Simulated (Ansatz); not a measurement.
# TiB2: stress in a strained cell

TiB2 is deformed so: equal xy, yz and zx engineering shear strains of -2 %. What stress and forces result, by LAPW, PAW and all-electron datasets made for the crystal?

Method: DFT PBE, scalar-relativistic, in Ansatz 0.2.0.

### Step 1. Starting point

It takes space group P6/mmm (No. 191, hexagonal). The conventional cell has a = 3.029 Å, b = 3.029 Å, c = 3.228 Å, α = 90.00°, β = 90.00°, γ = 120.00°. Ti (site symmetry 6/mmm) has 12 B at 2.38 Å as nearest neighbours. Around B (site symmetry -6m2) lie 3 B at 1.75 Å and 6 Ti at 2.38 Å.

Structure file:

```cif
data_structure
_symmetry_space_group_name_H-M 'P6/mmm'
_symmetry_Int_Tables_number 191
_cell_length_a 3.0292
_cell_length_b 3.0292
_cell_length_c 3.2284
_cell_angle_alpha 90.000
_cell_angle_beta 90.000
_cell_angle_gamma 120.000
_cell_volume 25.66
loop_
_atom_site_label
_atom_site_type_symbol
_atom_site_symmetry_multiplicity
_atom_site_Wyckoff_symbol
_atom_site_fract_x
_atom_site_fract_y
_atom_site_fract_z
_atom_site_occupancy
Ti1 Ti 1 a 0.00000 0.00000 0.00000 1
B1 B 2 d 0.33333 0.66667 0.50000 1
```

The file gives the conventional cell by its symmetry; the runs use the cell typed in the input.

Atoms are numbered in the order of the input: Ti1, B2, B3.

### Step 2. The deformed structure

Space group P6/mmm before, P-1 after.

### Step 3. All-electron LAPW

The input, input.yaml:

```yaml
crystal:
  lattice:
    - [3.0291982016, -0.030291982, -0.030291982]
    - [-1.5408327268, 2.6385085867, -0.011087635]
    - [-0.032284, -0.032284, 3.2284]
  atoms:
    - { symbol: Ti, position: [0.0, 0.0, 0.0] }
    - { symbol: B, position: [0.3333333333, 0.6666666667, 0.5] }
    - { symbol: B, position: [0.6666666667, 0.3333333333, 0.5] }
kpoints:
  mp_grid: { grid: [15, 15, 13] }
  band_path:
    path:
      - [0.0, 0.0, 0.0]
      - [0.0, 0.0, 0.5]
      - [-0.5, 0.5, 0.0]
      - [0.0, 0.0, 0.0]
      - [0.0, -0.5, 0.0]
      - [-0.5, 0.0, 0.5]
      - [0.0, 0.0, 0.0]
      - [-0.5, 0.0, 0.0]
      - [0.0, -0.5, 0.5]
    npoints: 5
scf:
  occupations: { method: fermi_dirac, width: 0.08 }
hamiltonian:
  xc: pbe
  pseudopotentials: { kind: all_electron, lapw: { basis_error: 0.001 } }
output:
  forces: true
  stress: true
  eigenvalues: true
```

Started as:

```sh
$ ansatz run input.yaml --threads 1 --pin off --max-ram 6144MiB --backend cpu --events-out ev --progress --plain --runs-dir out
```

What it wrote (excerpt; [...] marks lines left out):

```text
LAPW: plane waves up to 9.094 Å⁻¹, error target 1.0e-3 eV per atom; small_component_spin mean_spin; B in spheres of 0.867 Å, 5 of its electrons in bands, Dirac shells []; Ti in spheres of 1.231 Å, 18 of its electrons in bands, Dirac shells []
[...]
Pseudopotentials: kind: all_electron
Pseudopotential: Ti, LAPW, valence charge 18, Koelling and Harmon's equation, gaussian nucleus
Pseudopotential: B, LAPW, valence charge 5, Koelling and Harmon's equation, gaussian nucleus
Functional definition: PBE
[...]
Crystal: 3 atoms, lattice volume = 25.647 Å³
Basis set: ecut = 315.1120932404346 eV, 335 PW (Γ), exchange–correlation at level 2
Bands: 18, of which v1, the nominal top of the filled ones, is band 14 counted from 1 (13 counted from 0)
Symmetry: 2 space group operations
Space group: P-1 (ITA 2), of the structure as read, at distance tolerance 2.9e-5 Å
k-points: 1463 of 2925
[...]
SCF iter   1: F=—  HF=-24590.667914 eV  |F-HF|=—  |Δ(HF+E_count)|=         —  Δρ=9.95e-2  dr2=4.45e0  ethr=1.59e-2  ⟨swp⟩=2.0  Hψ=172039  notcnv=0
[...]
the basis was enlarged: its passes take 106.0 KiB over the memory plan, 1 of 1 planned eigensolver slots
[...]
SCF iter   7: F=-24588.888656 eV  HF=-24588.888656 eV  |F-HF|=2.68e-9  |Δ(HF+E_count)|=   9.60e-8  Δρ=4.11e-6  dr2=1.88e-9  ethr=4.47e-10  ⟨swp⟩=3.0  Hψ=80497  notcnv=0
[...]
NSCF: frozen V_eff on 41 k-points
SCF converged after 7 iterations
Free energy (F): -24588.888656 eV
[...]
E sigma→0 (E₀):  -24588.884620 eV
Entropy (-TS):   -0.008072 eV (-2.691 meV/atom)
Fermi energy:    15.647091 eV
[...]
--- Forces (eV/Å), atoms counted from 1 ---
  atom   1  Ti     0.00000000     0.00000000     0.00000000
  atom   2  B      0.06070998     0.00564607    -0.00473776
  atom   3  B     -0.06070998    -0.00564607     0.00473776
[...]
--- Stress (GPa, compression-positive) ---
        0.953474       6.056097       5.305300
        6.056097       0.885960       5.301979
        5.305300       5.301979       0.025133
  P = ⅓ Tr σ = 0.6215 GPa (6.215 kbar)
--- Band table (eV; the first three rows and the last of 1463) ---
  k-point 0: bands = ["-422.8594", "-422.8245", "-422.8138", "-157.3694", "-157.3525", "-41.2902", "-17.6501", "-17.3524", "-17.3232", "2.1191", "12.9231", "13.1149", "13.3048", "13.5291", "17.4962", "17.5358", "19.2755", "19.3147"]
[...]
```

It took 2.8 min on 1 thread of Intel Xeon Platinum 8488C (Sapphire Rapids), shared host; peak memory 2.5 GiB.

Result: pressure 0.62 GPa; no gap; largest force 0.061 eV/Å.

### Step 4. Frozen-core PAW

The input, input.yaml:

```yaml
crystal:
  lattice:
    - [3.0291982016, -0.030291982, -0.030291982]
    - [-1.5408327268, 2.6385085867, -0.011087635]
    - [-0.032284, -0.032284, 3.2284]
  atoms:
    - { symbol: Ti, position: [0.0, 0.0, 0.0] }
    - { symbol: B, position: [0.3333333333, 0.6666666667, 0.5] }
    - { symbol: B, position: [0.6666666667, 0.3333333333, 0.5] }
kpoints:
  mp_grid: { grid: [15, 15, 13] }
scf:
  occupations: { method: fermi_dirac, width: 0.08 }
hamiltonian:
  xc: pbe
  pseudopotentials: { kind: paw }
output:
  forces: true
  stress: true
  eigenvalues: true
  efg: { contact_densities: true }
```

Started as:

```sh
$ ansatz run input.yaml --threads 1 --pin off --max-ram 6144MiB --backend cpu --events-out ev --progress --plain --runs-dir out
```

What it wrote (excerpt; [...] marks lines left out):

```text
[...]
Pseudopotentials: kind: paw
Pseudopotential: Ti, paw, valence charge 12, recommended cutoff 420 eV (normal)
Pseudopotential: B, paw, valence charge 3, recommended cutoff 420 eV (normal)
Functional definition: PBE
[...]
Crystal: 3 atoms, lattice volume = 25.647 Å³
Basis set: ecut = 420 eV, 497 PW (Γ), exchange–correlation on 48×48×48 points (8 copies of the dense FFT grid, shifted against one another)
Bands: 13, of which v1, the nominal top of the filled ones, is band 9 counted from 1 (8 counted from 0)
Symmetry: 2 space group operations
Space group: P-1 (ITA 2), of the structure as read, at distance tolerance 2.9e-5 Å
k-points: 1463 of 2925
[...]
SCF iter   1: F=—  HF=-2814.671485 eV  |F-HF|=—  |Δ(HF+E_count)|=         —  Δρ=2.96e-3  dr2=1.73e-3  ethr=1.77e-3  ⟨swp⟩=4.3  Hψ=92466  notcnv=0
[...]
--- Stress (GPa, compression-positive) ---
        0.967666       6.053418       5.302914
        6.053418       0.899624       5.299520
        5.302915       5.299520      -0.013319
  P = ⅓ Tr σ = 0.6180 GPa (6.180 kbar)
--- PAW observables at the nuclei: V_zz in 10²¹ V/m², potentials from the cell's mean, atoms counted from 1 ---
  atom   1  Ti V_zz =    +2.557078   η = 0.6799   by run symmetry: allowed
            electrostatic potential = -2532.989909 V   contact ρ = 56783.064494 e/Å³
  atom   2  B  V_zz =    +0.316863   η = 0.6269   by run symmetry: allowed
            electrostatic potential = -331.574160 V   contact ρ = 486.236287 e/Å³
  atom   3  B  V_zz =    +0.316863   η = 0.6269   by run symmetry: allowed
            electrostatic potential = -331.574160 V   contact ρ = 486.236287 e/Å³
--- Band table (eV; the first three rows and the last of 1463) ---
  k-point 0: bands = ["-41.7430", "-18.1032", "-17.8034", "-17.7740", "1.6617", "12.4682", "12.6602", "12.8500", "13.0737", "17.0398", "17.0796", "18.8202", "18.8597"]
[...]
```

Run time: 21 s. Hardware: 1 thread of Intel Xeon Platinum 8488C (Sapphire Rapids), shared host; peak memory 0.8 GiB.

This run gives: pressure 0.62 GPa; no gap; largest force 0.061 eV/Å; Vzz Ti1 2.56 (η = 0.68), B2 0.32 (η = 0.63) (10²¹ V/m²).

### Step 5. All-electron PAW on datasets made for the crystal

Edit input.yaml of step 4 so:

```diff
@@ -15,3 +15,3 @@
   xc: pbe
-  pseudopotentials: { kind: paw }
+  pseudopotentials: { kind: all_electron, datasets: crystal }
 output:
```

Started as:

```sh
$ ansatz run input.yaml --threads 1 --pin off --max-ram 6144MiB --backend cpu --events-out ev --progress --plain --runs-dir out
```

What it wrote (excerpt; [...] marks lines left out):

```text
[...]
Pseudopotentials: kind: all_electron
Pseudopotential: Ti, paw, valence charge 12, recommended cutoff 360 eV (normal), Koelling and Harmon's equation, gaussian nucleus
Pseudopotential: B, paw, valence charge 3, recommended cutoff 360 eV (normal), Koelling and Harmon's equation, gaussian nucleus
Functional definition: PBE
[...]
Crystal: 3 atoms, lattice volume = 25.647 Å³
Basis set: ecut = 360 eV, 397 PW (Γ), exchange–correlation on 40×40×40 points (8 copies of the dense FFT grid, shifted against one another)
Bands: 9, of which v1, the nominal top of the filled ones, is band 5 counted from 1 (4 counted from 0)
Symmetry: 2 space group operations
Space group: P-1 (ITA 2), of the structure as read, at distance tolerance 2.9e-5 Å
k-points: 1463 of 2925
[...]
  It holds what live shells' own plane waves past their cutoff add
--- PAW observables at the nuclei: V_zz in 10²¹ V/m², potentials from the cell's mean, atoms counted from 1 ---
  atom   1  Ti V_zz =    +2.593642   η = 0.6550   by run symmetry: allowed
            electrostatic potential = -2532.864236 V   contact ρ = 56830.522139 e/Å³
  atom   2  B  V_zz =    +0.348115   η = 0.5692   by run symmetry: allowed
            electrostatic potential = -331.588352 V   contact ρ = 486.258733 e/Å³
  atom   3  B  V_zz =    +0.348115   η = 0.5692   by run symmetry: allowed
            electrostatic potential = -331.588352 V   contact ρ = 486.258733 e/Å³
--- Band table (eV; the first three rows and the last of 1463) ---
  k-point 0: bands = ["2.1191", "12.9230", "13.1149", "13.3048", "13.5292", "17.4964", "17.5360", "19.2755", "19.3147"]
[...]
  guard bands above this table: 0 of the run's 9 bands, where the rule asks 2: the bands that hold charge and the lowest empty level above them stay in the table. A level can be missing at the table's top as with no guard band: raise scf.n_extra_bands
```

Wall time 98 s (1 thread of Intel Xeon Platinum 8488C (Sapphire Rapids), shared host); peak memory 1.9 GiB.

In short: pressure 0.62 GPa; no gap; largest force 0.061 eV/Å; Vzz Ti1 2.59 (η = 0.65), B2 0.35 (η = 0.57) (10²¹ V/m²).

### Step 6. Stress and forces compared

Stress (GPa, compression positive):

| method | xx | yy | zz | yz | xz | xy |
| --- | --- | --- | --- | --- | --- | --- |
| LAPW | 0.95 | 0.89 | 0.03 | 5.30 | 5.31 | 6.06 |
| PAW | 0.97 | 0.90 | -0.01 | 5.30 | 5.30 | 6.05 |
| crystal datasets | 0.95 | 0.89 | 0.03 | 5.30 | 5.31 | 6.06 |

Forces (eV/Å):

| atom | LAPW x | LAPW y | LAPW z | PAW x | PAW y | PAW z | crystal datasets x | crystal datasets y | crystal datasets z |
| --- | --- | --- | --- | --- | --- | --- | --- | --- | --- |
| Ti1 | 0.000 | 0.000 | 0.000 | 0.000 | 0.000 | 0.000 | 0.000 | 0.000 | 0.000 |
| B2 | 0.061 | 0.006 | -0.005 | 0.061 | 0.006 | -0.005 | 0.061 | 0.006 | -0.005 |
| B3 | -0.061 | -0.006 | 0.005 | -0.061 | -0.006 | 0.005 | -0.061 | -0.006 | 0.005 |

| method | pressure (GPa) | largest force (eV/Å) | Vzz Ti1 (10²¹ V/m²) | Vzz B2 (10²¹ V/m²) | SCF cycles, all passes |
| --- | --- | --- | --- | --- | --- |
| LAPW | 0.62 | 0.061 | – | – | 7 |
| PAW | 0.62 | 0.061 | 2.56 | 0.32 | 6 |
| crystal datasets | 0.62 | 0.061 | 2.59 | 0.35 | 10 |

### Step 7. Outcome

```
                                 quantity                                           value
                                 pressure  LAPW 0.62, PAW 0.62, crystal datasets 0.62 GPa
largest shear or deviatoric stress (LAPW)                                        6.06 GPa
```

In words: The largest part of the stress beyond the pressure is 6.06 GPa in size, in the xy component; the atoms are carried along and not relaxed. No run of the undeformed cell stands beside it, so the pressure holds what the given cell had before the change. PAW: stress within 0.04 GPa of LAPW, forces within 1 meV/Å. Crystal datasets: stress within 0.01 GPa of LAPW, forces within 1 meV/Å.
